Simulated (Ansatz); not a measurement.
# From three elastic constants to directional properties of BaF$_{2}$

These are results of Ansatz, DFT r2SCAN, scalar-relativistic, plane waves, PAW, not measurements. Settings: 500 eV plane-wave cutoff, Γ-centred 6×6×6 mesh, fixed occupations. No spin polarisation.

The cell is fixed (symmetry leaves no force on the atoms) and stands under 0.1 GPa:
```
Ba F
1.0
     0.00000    3.09630    3.09630
     3.09630    0.00000    3.09630
     3.09630    3.09630    0.00000
Ba F
1 2
Direct
  0.00000 0.00000 0.00000
  0.25000 0.25000 0.25000
  0.75000 0.75000 0.75000
```

The cell is the ideal cubic fluorite prototype.

With ions relaxed, on the cubic axes: C11 = 94.3, C12 = 44.9, C44 = 26.2 GPa. The density is 4.904 g/cm³.

**Question.** Is the crystal stable against strain, and how anisotropic is it?

**Answer.** Born's conditions hold: C11 + 2C12 = 184.1, C11 − C12 = 49.5 and C44 = 26.2 GPa are all positive. B = (C11 + 2C12)/3 = 61.4 GPa. The two shear moduli are C44 and C′ = (C11 − C12)/2 = 24.7 GPa, so Zener's ratio is A = C44/C′ = 1.06: nearly isotropic. The Cauchy pressure C12 − C44 is 18.6 GPa; it would vanish for pair forces between atoms on inversion centres at zero pressure, and a positive value is usual with metallic or many-body binding, and where atoms off inversion centres relax under shear, which lowers C44.

**Question.** Give the sound speeds along the three symmetry directions.

**Answer.** The Christoffel equation gives ρv² for each branch:
```tsv
direction	branch	ρv²	GPa	v (m/s)
[100]	L	C11	94.3	4386
[100]	T (×2)	C44	26.2	2313
[110]	L	(C11 + C12 + 2C44)/2	95.8	4421
[110]	T, u ∥ [001]	C44	26.2	2313
[110]	T, u ∥ [1-10]	(C11 − C12)/2	24.7	2246
[111]	L	(C11 + 2C12 + 4C44)/3	96.3	4432
[111]	T (×2)	(C11 − C12 + C44)/3	25.2	2269
```

**Question.** How does Young's modulus depend on direction?

**Answer.** Inverting gives S11 = 15.284, S12 = -4.926, S44 = 38.124 TPa⁻¹. Along a unit vector (l, m, n), 1/E = S11 − 2(S11 − S12 − S44/2)(l²m² + m²n² + n²l²), where the last bracket is 0, 1/4 and 1/3 for [100], [110] and [111]: E = 65, 68 and 69 GPa. With A > 1 the body diagonal is stiffest. For a film on (001), the biaxial modulus is C11 + C12 − 2C12²/C11 = 97 GPa and the normal strain is −2C12/C11 = -0.95 times the in-plane one.

Cost: 2 runs of about 6.9 core-minutes in all, on Arm Neoverse N1 (shared hosts).